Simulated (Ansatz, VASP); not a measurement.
**Two plane-wave programs on CdF2**

File INCAR:

```
SYSTEM = CdF2
ALGO = Normal ; EDIFF = 1E-6
ENCUT = 520 ; GGA = PS
ISIF = 2 ; ISMEAR = 0
LASPH = .TRUE. ; LCHARG = .FALSE.
LREAL = .FALSE. ; LWAVE = .FALSE.
NBANDS = 20 ; NELM = 80
PREC = Accurate ; SIGMA = 0.05
```

KPOINTS

```
k-points
0
G
  8 8 8
  0 0 0
```

File POSCAR:

```
CdF2
1.0
    0.0000000000      2.5997100000      2.6940000000
    2.7882900000      0.0000000000      2.6940000000
    2.7882900000      2.5997100000      0.0000000000
Cd F
1 2
Direct
    0.0000000000      0.0000000000      0.0000000000
    0.2500000000      0.2500000000      0.2500000000
    0.7500000000      0.7500000000      0.7500000000
```

Input for Ansatz:

```yaml
crystal:
  lattice:
    - [0.0, 2.59971, 2.694]
    - [2.78829, 0.0, 2.694]
    - [2.78829, 2.59971, 0.0]
  atoms:
    - { symbol: Cd, position: [0.0, 0.0, 0.0] }
    - { symbol: F, position: [0.25, 0.25, 0.25] }
    - { symbol: F, position: [0.75, 0.75, 0.75] }
basis:
  ecutwfc: 420
kpoints:
  mp_grid: { grid: [8, 8, 8] }
hamiltonian:
  xc: pbesol
scf:
  occupations: { method: gaussian, width: 0.05 }
output:
  forces: true
  stress: true
  eigenvalues: true
```

Change from the starting cell: strain +0.0350 x Voigt [1, -1, 0, 0, 0, 0], atoms carried along.

Alike in both runs: task single point; functional PBEsol; k mesh 8 × 8 × 8; occupations gaussian, width 0.05 eV; no spin polarisation.

|  | VASP | Ansatz |
| --- | --- | --- |
| version | VASP 6.6.1 | Ansatz 0.2.0 |
| potentials or method | VASP PAW PBE potentials, release 64 (Cd, F) | scalar-relativistic, plane waves, PAW |
| plane-wave cutoff (eV) | 520 | 420 |
| valence electrons in the cell | 26 | 34 |

```tsv
	VASP	Ansatz	Ansatz less VASP
gap on the k mesh at the Fermi level (eV)	2.80	2.83	+0.033
least direct gap on the mesh (eV)	3.27	3.30	+0.031
pressure (GPa)	0.6	-0.2	-0.78
largest component of the traceless stress (GPa)	3.92	3.99	+0.063
```

The two sets of potentials don't hold the same shells in valence.

Caveats: the PAW data sets were made with another functional, which shifts forces and pressure a little (VASP). A k mesh can miss the band edges.
